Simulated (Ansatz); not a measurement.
# SnO2 (Pnnm): the dielectric response by several routes

Aim: the electronic dielectric constant of SnO2 (Pnnm) by perturbation theory and the RPA step of G0W0.

Calculated with Ansatz 0.2.0; linear response on PBE, plane waves, PAW.

## 1. The starting structure

It takes space group Pnnm (No. 58, orthorhombic). The conventional cell has a = 4.788 Å, b = 4.867 Å, c = 3.241 Å, α = 90.00°, β = 90.00°, γ = 90.00°. Sn has 6 O at 2.09 to 2.10 Å nearest. Nearest to O lie 3 Sn at 2.09 to 2.10 Å. Farther neighbours and most contacts between anions are not listed.

The cell and positions are those that the Materials Project relaxed with its own functionals (PBE, PBE+U or r2SCAN), kept fixed. This is not the form that SnO2 usually takes at ambient conditions. The default PAW set here is soft_2. Its files were made with PBE.

## 2. Response to a homogeneous field

ε∞ sets how strongly the crystal screens. Perturbation theory gives it with local fields and without a sum over empty bands.

This step: dielectric response by perturbation theory, PBE, plane waves, PAW.

File input.yaml:

```yaml
crystal:
  lattice:
    - [4.788004, 0.0, 0.0]
    - [0.0, 4.866582, 0.0]
    - [0.0, 0.0, 3.240898]
  atoms:
    - { symbol: Sn, position: [0.5, 0.5, 0.5] }
    - { symbol: Sn, position: [0.0, 0.0, 0.0] }
    - { symbol: O, position: [0.291855, 0.321042, 0.0] }
    - { symbol: O, position: [0.791855, 0.178958, 0.5] }
    - { symbol: O, position: [0.208145, 0.821042, 0.5] }
    - { symbol: O, position: [0.708145, 0.678958, 0.0] }
kpoints:
  mp_grid: { grid: [4, 4, 6] }
hamiltonian:
  xc: pbe
scf:
  occupations: { method: fixed }
dielectric: {}
```

Command:

```console
> ansatz run input.yaml --threads 3 --pin off --max-ram 64512MiB --backend cuda --events-out ev --progress --plain --runs-dir out --devices 1 --max-vram 24GiB  # rebuilt from the run's record
```

Numbers of over 12 decimals in the logs are rounded to 6 here.

What it wrote:

```text
GPUs: using 1 of 1 available (devices: 1).
Engine: ansatz 0.2.0, x86_64-unknown-linux-gnu
Pseudopotentials: kind: paw
Pseudopotential: Sn, paw, valence charge 14, recommended cutoff 420 eV (normal), Sn.paw.azcp
Pseudopotential: O, paw, valence charge 6, recommended cutoff 420 eV (normal), O.paw.azcp
Functional definition: PBE
  parameter kappa = 0.804
  parameter beta = 0.066725
  exchange = pbe_x(kappa = kappa, mu = beta*pi^2/3)
  correlation = pbe_c(beta = beta)
device memory: the entry about to start is reckoned to put 1.9 GiB on a device that reports 64.6 GiB free (of which the cap on the GPU budget leaves the run 24.0 GiB)
GPU FFT provider: cuFFT
GPU libraries: cuBLAS 13.8.2, cuFFT 12.4.0, cuSOLVER 12.3.4
Crystal: 6 atoms, lattice volume = 75.517 Å³
Basis set: ecut = 420 eV, 1479 PW (Γ), exchange–correlation on 72×72×48 points (8 copies of the dense FFT grid, shifted against one another)
Bands: 32, of which v1, the nominal top of the filled ones, is band 26 counted from 1 (25 counted from 0)
Symmetry: 8 space group operations
k-points: 52 of 96 (irreducible under 1 space group operation, time reversal used)
Non-local potential: Sn, projectors of the file, l = 0: 2, l = 1: 2, l = 2: 2, l = 3: 2
Non-local potential: O, projectors of the file, l = 0: 2, l = 1: 2, l = 2: 1
PAW form: soft (Blöchl's): semilocal exchange-correlation on the pseudo side does not see the compensation charge
PAW one-centre angular grid: Sn, 590 points (default); XC on 64 Gauss nodes
PAW one-centre angular grid: O, 110 points (default); XC on 64 Gauss nodes
Initial density: superposition of atomic densities (neutral atoms: chi_scale 0, normalization atom), corrected by the library's trained network
Initial wavefunctions: pseudopotential atomic-orbital guess
GPU buffer pool allocated for 31104 grid points (all kernels)
GPU transforms: local potential and band sums: pruned to the plane-wave sphere, on 36×36×24
Functional: x = pbe(κ = 0.804, μ = 0.219515), c = pbe(β = 0.066725)
SCF iter   1: F=—  HF=-14317.952265 eV  |F-HF|=—  |Δ(HF+E_count)|=         —  Δρ=1.35e-3  dr2=6.52e-4  ethr=1.77e-3  ⟨swp⟩=4.0  Hψ=6477  notcnv=0  defer=208
preconditioner: auto → Resta (q_TF=auto, 2.564 Å⁻¹)  ε∞=3.6  [insulator: Δε(μ)=0.810 eV  Ē_g=19.226 eV  n_scr=18 (ndim 8)  ℏωp=30.8 eV  f_vac=0.031  ε∞_Penn≈3.6]
SCF iter   2: F=—  HF=-14317.953962 eV  |F-HF|=—  |Δ(HF+E_count)|=   1.70e-3  Δρ=6.76e-4  dr2=1.39e-4  ethr=1.25e-6  ⟨swp⟩=2.0  Hψ=3536  notcnv=0  defer=208
SCF iter   3: F=—  HF=-14317.954279 eV  |F-HF|=—  |Δ(HF+E_count)|=   3.17e-4  Δρ=3.19e-4  dr2=4.09e-5  ethr=2.66e-7  ⟨swp⟩=2.9  Hψ=2660  notcnv=0  defer=208
SCF iter   4: F=—  HF=-14317.954257 eV  |F-HF|=—  |Δ(HF+E_count)|=   2.24e-5  Δρ=4.42e-5  dr2=1.62e-6  ethr=7.87e-8  ⟨swp⟩=2.0  Hψ=2287  notcnv=0  defer=142
SCF iter   5: F=—  HF=-14317.954498 eV  |F-HF|=—  |Δ(HF+E_count)|=   2.42e-4  Δρ=1.01e-5  dr2=4.86e-8  ethr=3.11e-9  ⟨swp⟩=2.0  Hψ=2384  notcnv=0  defer=104
SCF iter   6: F=—  HF=-14317.954499 eV  |F-HF|=—  |Δ(HF+E_count)|=   9.87e-8  Δρ=1.89e-6  dr2=2.38e-9  ethr=9.34e-11  ⟨swp⟩=2.0  Hψ=2559  notcnv=0  defer=104
SCF iter   7: F=—  HF=-14317.954499 eV  |F-HF|=—  |Δ(HF+E_count)|=   1.60e-9  Δρ=4.18e-7  dr2=1.43e-10  ethr=4.57e-12  ⟨swp⟩=2.7  Hψ=2730  notcnv=0  defer=104
SCF iter   8: F=-14317.954499 eV  HF=-14317.954499 eV  |F-HF|=7.28e-12  |Δ(HF+E_count)|=  6.18e-11  Δρ=9.74e-8  dr2=7.09e-12  ethr=1.00e-12  ⟨swp⟩=9.3  Hψ=6678  notcnv=0
SCF 1 converged in 8 iterations: F = -14317.954499 eV  dr2 = 7.09e-12
  greatest PAW one-centre occupation: 0.996 electrons in one spin orbital (limit 2), on the Sn atom at site 1 (counted from 0), in its partial waves of l = 2
the response reads at least the filled bands of the reference SCF and the lowest empty band at each k-point, and that SCF's band table does not vouch for those bands. The notice of the band table in this run's record says why
device memory: the entry about to start is reckoned to put 0.1 GiB (of the 0.1 GiB reckoned in all, the device holds 0.1 GiB already) on a device that reports 64.5 GiB free (of which the cap on the GPU budget leaves the run 24.0 GiB)
device memory: the entry about to start is reckoned to put 1.4 GiB (of the 1.4 GiB reckoned in all, the device holds 0.1 GiB already) on a device that reports 64.5 GiB free (of which the cap on the GPU budget leaves the run 24.0 GiB)
DFPT response loops at Γ: preconditioner auto → Resta (q_TF=auto, 2.564 Å⁻¹)  ε∞=8.6 (no band partly filled); β = 1.00, the filter's whole step (`scf.mixing.beta` (0.50) is not read by the response loops at its default; to damp them type it under 1.00, their step now; it binds the ground state too); Broyden in place of MSR1
── the response to a field inside a basis, on 8×8×10 k-points: an SCF that follows is theirs, and a resumed run solves both again ──
device memory: the entry about to start is reckoned to put 0.4 GiB on a device that reports 74.9 GiB free (of which the cap on the GPU budget leaves the run 23.9 GiB)
GPU FFT provider: cuFFT
GPU libraries: cuBLAS 13.8.2, cuFFT 12.4.0, cuSOLVER 12.3.4
Bands: 27, of which v1, the nominal top of the filled ones, is band 26 counted from 1 (25 counted from 0)
k-points: 80
Initial density: handed on by an earlier stage of this run
Initial wavefunctions: pseudopotential atomic-orbital guess (no wavefunctions were taken with the density)
GPU buffer pool allocated for 31104 grid points (all kernels)
GPU transforms: band sums: pruned to the plane-wave sphere, on 36×36×24
Eigensolver: Dense (80 Hₖ)
SCF iter   1: F=—  HF=-14317.923831 eV  |F-HF|=—  |Δ(HF+E_count)|=         —  Δρ=5.06e-4  dr2=4.28e-5  ethr=1.00e-1
preconditioner: auto → Resta (q_TF=auto, 2.564 Å⁻¹)  ε∞=4.8  [insulator: Δε(μ)=0.987 eV  Ē_g=15.784 eV  n_scr=18 (ndim 8)  ℏωp=30.8 eV  f_vac=0.030  ε∞_Penn≈4.8]
SCF iter   2: F=—  HF=-14317.923837 eV  |F-HF|=—  |Δ(HF+E_count)|=   5.45e-6  Δρ=2.09e-4  dr2=9.83e-6  ethr=8.22e-8
SCF iter   3: F=—  HF=-14317.923842 eV  |F-HF|=—  |Δ(HF+E_count)|=   5.09e-6  Δρ=7.74e-5  dr2=1.04e-6  ethr=1.89e-8
SCF iter   4: F=-14317.923843 eV  HF=-14317.923843 eV  |F-HF|=1.83e-9  |Δ(HF+E_count)|=   6.16e-7  Δρ=8.02e-6  dr2=4.61e-8  ethr=2.00e-9
SCF 1 converged in 4 iterations: F = -14317.923843 eV  dr2 = 4.61e-8
  greatest PAW one-centre occupation: 0.996 electrons in one spin orbital (limit 2), on the Sn atom at site 0 (counted from 0), in its partial waves of l = 2
device memory: the entry about to start is reckoned to put 0.1 GiB (of the 0.2 GiB reckoned in all, the device holds 0.2 GiB already) on a device that reports 74.0 GiB free (of which the cap on the GPU budget leaves the run 23.9 GiB)
device memory: the entry about to start is reckoned to put 2.1 GiB on a device that reports 74.0 GiB free (of which the cap on the GPU budget leaves the run 23.9 GiB)
DFPT response loops at Γ: preconditioner auto → Resta (q_TF=auto, 2.564 Å⁻¹)  ε∞=7.8 (no band partly filled); β = 1.00, the filter's whole step (`scf.mixing.beta` (0.50) is not read by the response loops at its default; to damp them type it under 1.00, their step now; it binds the ground state too); Broyden in place of MSR1
SCF converged after 8 iterations
Free energy (F): -14317.954499 eV
Harris-Foulkes:  -14317.954499 eV  (|F-HF|=7.28e-12)
Internal energy: -14317.954499 eV  (E = F + TS)
E sigma→0 (E₀):  -14317.954499 eV
Fermi energy:    8.633884 eV
--- Per-component energies (eV) ---
  E_band       = -154.914484
  E_kinetic    = 1077.547536
  E_local      = -2955.265992  (includes V_loc(G=0)·N_el)
  E_nonlocal   = 133.755578
  E_hartree    = 1519.786375
  E_xc         = -1053.172464
  E_vxc        = -561.552327  (∫ρ·V_xc dr)
  E_paw        = -8928.152355  (= ΣΔE_a)
  E_vpaw       = -888.981918  (= ΣTr[D̂ρ^β])
  E_aug_tail   = 0.009899  (compensation charges beyond the density's cutoff)
  E_ewald      = -4112.463075
  E_smearing   = -0.000000  (= −TS)
  E_closure    = -0.000000  (closes the sum)
  Σ components = -14317.954499   (vs F -14317.954499, Δ=0.00e0)
--- Band table (eV; the first three rows and the last of 52) ---
  k-point 0: bands = [... 22 lower, 7.5091, 8.0190, 8.0254, 8.6339, 9.4399, 14.3872, 14.7332, 14.8896, ... 2 higher]
  k-point 1: bands = [... 22 lower, 6.6858, 8.0094, 8.0474, 8.4886, 10.9315, 14.8211, 15.7694, 15.9147, ... 2 higher]
  k-point 2: bands = [... 22 lower, 6.5055, 7.7668, 7.8667, 7.9448, 12.9119, 15.0292, 17.2466, 17.7253, ... 2 higher]
  k-point 51: bands = [... 22 lower, 7.8083, 7.8083, 7.9780, 7.9780, 13.0739, 13.0739, 17.3417, 17.3417, ... 2 higher]
--- Dielectric response (ions clamped): 3 representative field directions + reference, inside a basis on a mesh of 640 k-points (Σ response iterations 18) ---
  ε∞ (high-frequency dielectric tensor):
        4.811599     0.000000     0.000000
        0.000000     4.818479     0.000000
        0.000000     0.000000     5.104475
  Born effective charges Z* (e; rows j = field, columns β = displacement):
    site 0:
         4.10578   -0.71930    0.00000
        -0.35525    4.22113    0.00000
         0.00000    0.00000    4.57441
    site 1:
         4.10578    0.71930    0.00000
         0.35525    4.22113    0.00000
         0.00000    0.00000    4.57441
    site 2:
        -2.05289   -0.76131    0.00000
        -0.80875   -2.11057    0.00000
         0.00000    0.00000   -2.28721
    site 3:
        -2.05289    0.76131    0.00000
         0.80875   -2.11057    0.00000
         0.00000    0.00000   -2.28721
    site 4:
        -2.05289    0.76131    0.00000
         0.80875   -2.11057    0.00000
         0.00000    0.00000   -2.28721
    site 5:
        -2.05289   -0.76131    0.00000
        -0.80875   -2.11057    0.00000
         0.00000    0.00000   -2.28721
  Z* charge neutrality: 7.767e-3 e pre-enforcement
  solved inside a basis spanned on kpoints, on 8×8×10 k-points transformed towards the longest dipole: ε∞ is read to err by 1.6e-2, Z* by 2.2e-2 e (field_mesh: kpoints solves on kpoints); Z* is corrected for what the basis lacks
```

Run time: 23 s. Hardware: 1 × NVIDIA H100 80GB HBM3 (shared by 3 runs) with 3 threads of AMD EPYC 7R13 (Zen 3), shared host; peak memory 2.1 GiB; 40 s of CPU time.

The column dr2 measures how far the density is from self-consistency, as an energy; F and HF (Harris–Foulkes) agree once it is small.

This step gave:

- stated error of ε∞: 0.016

One over ε∞ averages 0.20, somewhat under the quarter of exact exchange in PBE0.

High-frequency dielectric tensor:

```
4.81 0.00 0.00
0.00 4.82 0.00
0.00 0.00 5.10
```

Born effective charge (e), principal values of the symmetric part by kind of site:

```csv
atom,atoms with these values,low,middle,high,mean
Sn1,2,3.62,4.57,4.70,4.30
O3,4,-2.87,-2.29,-1.30,-2.15
```

In full for Sn1:

```
 4.11 -0.72  0.00
-0.36  4.22  0.00
 0.00  0.00  4.57
```

## 3. RPA screening from the G0W0 run

Now the one-shot GW correction: screening in the RPA, then the self-energy of the levels asked for.

This step: G0W0 on PBE, plane waves, PAW.

input.yaml, as its differences from that of step 2:

```diff
@@ -13,3 +13,3 @@
 kpoints:
-  mp_grid: { grid: [4, 4, 6] }
+  mp_grid: { grid: [4, 4, 4] }
 hamiltonian:
@@ -18,2 +18,7 @@
   occupations: { method: fixed }
-dielectric: {}
+gw:
+  n_empty_bands: 485
+  ecut_chi: 200.0
+  qp_bands: [v2, c2]
+  qp_kpoints: band_edges
+  screening: { model: contour_deformation }
```

What it wrote:

```text
GPUs: using 1 of 1 available (devices: 1).
[...]
GPU FFT provider: cuFFT
GPU libraries: cuBLAS 13.8.2, cuFFT 12.4.0, cuSOLVER 12.3.4
Crystal: 6 atoms, lattice volume = 75.517 Å³
Basis set: ecut = 420 eV, 1479 PW (Γ)
Bands: 32, of which v1, the nominal top of the filled ones, is band 26 counted from 1 (25 counted from 0)
[... 1 set-up line as in the run before ...]
[...]
k-points: 27 of 64
[...]
22    28     13.4482   -14.6920    -4.4735   -19.9763  0.7727    14.2859    14.2590  root ?
    26    25      7.9792   -26.5194     5.3561   -20.2359  0.7148     7.0104     7.0519  root
    26    26      7.9792   -26.5194     5.3561   -20.2359  0.7148     7.0104     7.0519  root
    26    27     13.0751   -13.4591    -4.4057   -18.6009  0.7868    13.8307    13.8113  root
    26    28     13.0751   -13.4591    -4.4057   -18.6009  0.7868    13.8307    13.8113  root
[key lines of the parts left out:]
SCF converged after 6 iterations
Free energy (F): -14317.945827 eV
Fermi energy:    8.635400 eV
```

The job ended after 40 s (1 × NVIDIA H100 80GB HBM3 (shared by 3 runs) with 3 threads; peak memory 2.6 GiB).

Numbers from this step:

```yaml
bands_summed: 511
rpa_eps_infinity_on_this_mesh_eigenvalues: 5.179, 5.409, 5.441
plane_waves_in_the_screening_matrix: 495
g0w0_gap_on_the_mesh: 1.989 eV
k_of_the_valence_top: 0, 0, 0
k_of_the_conduction_bottom: 0, 0, 0
starting_gap_on_the_mesh: 0.8051 eV
least_direct_g0w0_gap_on_the_computed_points: 1.989 eV
```

The gap on the mesh goes from 0.81 eV to 1.99 eV, a correction of +1.18 eV. Between the two edge states, bare exchange in place of the xc potential would open the gap by 8.92 eV, and correlation takes back 7.74 eV.

Mean over the mesh in bins of 0.25 1/Å. Table of static inverse dielectric function, diagonal by length of q+G:

length of q+G (Å⁻¹), static inverse dielectric function, diagonal and a bar from the least value:
```
     0.33      0.244 
     0.53      0.276 #
     0.76      0.332 ####
     1.01      0.391 ######
     1.24      0.449 ########
     1.49      0.508 ###########
     1.73      0.565 #############
     2.00      0.620 ###############
     2.25      0.670 #################
     2.50      0.714 ###################
     2.75      0.752 #####################
     3.01      0.786 ######################
     3.26      0.814 #######################
     3.50      0.837 ########################
     3.75      0.857 #########################
     4.00      0.875 ##########################
     4.26      0.891 ##########################
     4.50      0.904 ###########################
     4.75      0.916 ###########################
     5.00      0.927 ############################
     5.25      0.937 ############################
     5.50      0.946 #############################
     5.75      0.954 #############################
     6.00      0.961 #############################
     6.25      0.967 #############################
     6.50      0.972 ##############################
     6.75      0.976 ##############################
     7.00      0.980 ##############################
     7.19      0.982 ##############################
```

## 4. The values together

Times are wall times on 1 × NVIDIA H100 80GB HBM3 (shared by 3 runs) with 3 threads of AMD EPYC 7R13 (Zen 3), shared host, good to a factor of about two.

```csv
method,mesh,"ε∞, low",middle,high,mean,time
perturbation theory (local fields and xc kernel),4×4×6 (response on 640 points),4.81,4.82,5.10,4.91,23 s
"RPA with local fields, on the GW mesh",4×4×4,5.18,5.41,5.44,5.34,40 s
```

## 5. Outcome

* perturbation theory (local fields and xc kernel): 4.81, 4.82, 5.10
* RPA with local fields, on the GW mesh: 5.18, 5.41, 5.44

**Reading.** Mean Born effective charge: Sn1 4.30, O3 -2.15 e. The RPA values on the 4×4×4 mesh average 1.09 times those of perturbation theory (means 5.34 and 4.91). Without the xc kernel RPA should lie a little lower; it lies higher here. Perturbation theory sums its response on a denser mesh of its own, so the coarser sum of the GW run is the likely cause. PBE usually puts the gap too low, which tends to raise ε∞. Ions are clamped, so the lattice part of the static constant is not in these numbers.

[Paths, hosts, dates, memory and timing lines, banners, echoed tables and standing remarks are left out of the program output.]

[Logs are printed without paths, hosts, clocks, repeated set-up lines and the standing remarks that a program may print on its own settings, such as how far it seeks lower states.]

[Runs of the session that timed out or met a known fault of the program may be left out.]

[Cells called generated may have been cut or substituted from an entry of the Crystallography Open Database or the Materials Project.]

[Hosts, paths, dates, database ids (printed as entryN), source tags and the programs' standing remarks are cut or masked in the printed files.]
